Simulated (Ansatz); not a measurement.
Input and command of a plane-wave DFT calculation in Ansatz:

```yaml
crystal:
  lattice:
    - [0.0, 3.4573, 3.4573]
    - [3.4573, 0.0, 3.4573]
    - [3.4573, 3.4573, 0.0]
  atoms:
    - { symbol: K, position: [0.0, 0.0, 0.0] }
    - { symbol: Cl, position: [0.25, 0.25, 0.25] }
basis:
  ecutwfc: 420
kpoints:
  mp_grid: { grid: [6, 6, 6] }
hamiltonian:
  xc: lda
scf:
  occupations: { method: gaussian, width: 0.01 }
  n_extra_bands: 12
output:
  eigenvalues: true
  optics: { e_range: [0, 14], sigma: 0.1, nscf_kmesh: { grid: [10, 10, 10] } }
```

```bash
ansatz run input.yaml --threads 1 --pin off --max-ram 2560MiB --backend cpu --events-out ev --progress --plain --runs-dir out
```

Processor: Intel(R) Xeon(R) Processor @ 2.50GHz (Skylake/Cascade Lake), 1 thread, on a host shared with other jobs.

Q: How long does it run, and how much memory does it take?

A: About 38 s on 1 thread of Intel(R) Xeon(R) Processor @ 2.50GHz (Skylake/Cascade Lake) (shared host), peak memory 0.56 GiB. It solves 20 bands at 16 k points (the mesh reduced by the symmetry that the task leaves, which can be less than the crystal's) with about 1639 plane waves, in 9 SCF iterations.
